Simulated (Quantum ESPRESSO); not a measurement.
Runs of Quantum ESPRESSO 7.5 on SiC (Moissanite 3C). Symmetry: F-43m, No. 216, cubic system. The conventional cell has a = 4.358 Å, b = 4.358 Å, c = 4.358 Å, α = 90.00°, β = 90.00°, γ = 90.00°. Si (site symmetry -43m) has 4 C at 1.89 Å as nearest neighbours. C (site symmetry -43m) has 4 Si at 1.89 Å as nearest neighbours. 

| level | potentials or basis | k mesh | cutoff (eV) | mesh quality | gap on the mesh (eV) |
| --- | --- | --- | --- | --- | --- |
| PBE | SG15 PBE 1.2 | 4 × 4 × 4 | 667 | coarse | 1.38 |
| PBE | PseudoDojo 0.4.1 SR PBE standard | 6 × 6 × 6 | 1116 | not flagged | 1.36 |
| PBEsol | PseudoDojo 0.4.1 SR PBEsol standard | 6 × 6 × 6 | 1116 | not flagged | (a) |
| PBE | PseudoDojo 0.4.1 SR PBE standard | 8 × 8 × 8 | 1116 | not flagged | 1.36 |
| PBE | SG15 PBE 1.2 | 4 × 4 × 4 | 952 | coarse | 1.39 |

Alike in all rows: task single point; no spin polarisation; cell as given; smearing fixed.

Fill in the values left out.

(a) 1.24.

Caveats: some runs use coarse meshes.

A k mesh can miss the band edges.

Not every run made on this cell is shown here.
